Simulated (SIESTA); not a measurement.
GaP:

```
CELL_PARAMETERS angstrom
0.00000 2.72525 2.72525
2.72525 0.00000 2.72525
2.72525 2.72525 0.00000
ATOMIC_POSITIONS crystal
Ga 0.00000 0.00000 0.00000
P 0.75000 0.75000 0.75000
```

Base run:

| Property | Result |
| --- | --- |
| Program | SIESTA 5.4.2 |
| Functional | PBE |
| Potentials or basis | PseudoDojo 0.4 standard (PBE files) |
| Basis | SZP (energy shift 0.003 Ry) |
| Grid cutoff | 800 Ry |
| Energy shift | 0.003 Ry |
| k mesh | 8 × 8 × 8 |
| Occupations | fermi-dirac, width 0.05 eV |
| Spin | no spin polarisation |

Its results: band gap on the k mesh 1.72 eV, indirect (least direct gap 2.17 eV); pressure 4.0 GPa.

Q: The run is repeated on the same cell with these changes: basis from SZP (energy shift 0.003 Ry) to TZP (energy shift 0.003 Ry; two zetas on semicore shells). What comes out?

A: Band gap on the k mesh 1.65 eV, indirect (least direct gap 1.93 eV); pressure 3.2 GPa.

Caveats: the basis of atomic orbitals isn't converged, which shifts pressures, moduli and gaps.

A k mesh can miss the band edges.
